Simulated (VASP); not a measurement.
# KBr in VASP: how settings move the PBE single point

The PBE single point of KBr (zincblende), under -4.9 % biaxial strain in x and y, z held is repeated with altered inputs. Which of them can be trusted? This is a trial cell built on a prototype, not taken from a measured structure, and it needn't be the compound's ground state.

The runs shown are made with VASP 6.6.1. PAW datasets, plane waves. Spin-unpolarised throughout. Whether this structure exists isn't addressed.

## 1. Starting point

The cell comes from an earlier relaxation with r2SCAN in another program, then strained, with the atoms relaxed again.

It is tetragonal, I-4m2 (No. 119); a = 4.961 Å, c = 7.377 Å in the conventional setting, 45.40 Å³ an atom. Around K lie 4 Br at 3.09 Å; around Br lie 4 K at 3.09 Å.

As a file:

```
CELL_PARAMETERS angstrom
0.00000 3.50831 3.68830
3.50831 0.00000 3.68830
3.50831 3.50831 0.00000
ATOMIC_POSITIONS crystal
K 0.00000 0.00000 0.00000
Br 0.25000 0.25000 0.25000
```

## 2. The reference run

Contents of INCAR:

```
ENCUT = 520.000000
SIGMA = 0.020000
EDIFF = 1.00e-07
GGA = PE
PREC = Accurate
IBRION = -1
ISIF = 2
ISMEAR = -1
NBANDS = 15
NELM = 120
NSW = 0
LASPH = .TRUE.
LCHARG = .FALSE.
LWAVE = .FALSE.
LREAL = .FALSE.
```

Contents of KPOINTS:

```
KPOINTS created by Atomic Simulation Environment
0
Gamma
6 6 6
0 0 0
```

Contents of POSCAR:

```
K  Br
 1.0000000000000000
     0.0000000000000000    3.5083102766000001    3.6882992816000000
     3.5083102766000001    0.0000000000000000    3.6882992816000000
     3.5083102766000001    3.5083102766000001    0.0000000000000000
 K   Br
   1   1
Cartesian
  0.0000000000000000  0.0000000000000000  0.0000000000000000
  1.7541551383000000  1.7541551383000000  1.8441496408000000
```

A file KPOINTS_OPT adds named points for the levels; it doesn't enter the self-consistent loop.

Potentials: the recommended PBE PAW datasets, 16 valence electrons.

Launch:

```
> mpirun -np 1 vasp_std
```

## 3. Variant 1

INCAR, as its differences from that of step 2:

```diff
@@ -15 +15,2 @@
 LREAL = .FALSE.
+ISYM = 3
```

KPOINTS is that of step 2.

POSCAR is that of step 2.

## 4. Variant 2

Contents of INCAR:

```
ENCUT = 520.000000
EDIFF = 1.00e-07
PREC = Accurate
IBRION = -1
ISIF = 2
NBANDS = 15
NSW = 0
LASPH = .TRUE.
LCHARG = .FALSE.
LWAVE = .FALSE.
LREAL = .FALSE.
GGA = 91
ISMEAR = 0
SIGMA = 0.005
NELM = 56
```

KPOINTS is that of step 2.

POSCAR is that of step 2.

## 5. Variant 3

Contents of INCAR:

```
ENCUT = 520.000000
SIGMA = 0.020000
EDIFF = 1.00e-07
PREC = Accurate
IBRION = -1
ISIF = 2
ISMEAR = -1
NBANDS = 15
NSW = 0
LASPH = .TRUE.
LCHARG = .FALSE.
LWAVE = .FALSE.
LREAL = .FALSE.
GGA = PS
NELM = 71
```

KPOINTS is that of step 2.

POSCAR is that of step 2.

## 6. Variant 4

INCAR, as its differences from that of step 2:

```diff
@@ -9,3 +9,2 @@
 NBANDS = 15
-NELM = 120
 NSW = 0
@@ -15 +14,3 @@
 LREAL = .FALSE.
+NELM = 92
+ALGO = None
```

KPOINTS is that of step 2.

POSCAR is that of step 2.

**Question.** What will these runs give? Wanted: for each run, changed; ending; energy change; pressure; electronic steps; usable.

The runs gave:

| run | changed | ending | energy change (meV/atom) | pressure (GPa) | gap on the mesh (eV; negative: overlap) | electronic steps | time | usable |
| --- | --- | --- | --- | --- | --- | --- | --- | --- |
| ref. | – | converged | 0 | 1.6 | 4.42 | 14 | 56 s | yes |
| 1 | ISYM = 3 | crashed | – | – | – | 5 | 17 s | no |
| 2 | GGA = 91, ISMEAR = 0, SIGMA = 0.005, NELM = 56 | converged | – | 1.6 | 4.50 | 14 | 50 s | yes |
| 3 | GGA = PS, NELM = 71 | converged | – | 0.9 | 4.40 | 15 | 48 s | yes |
| 4 | a fault in the INCAR, as the diff shows | converged | 360379.7 | 713.5 | -53.62 | – | 11 s | no |

What this shows: Of 4 altered inputs, 1 gave no result, 1 ended normally on a faulty or unsound input, 2 gave usable results.
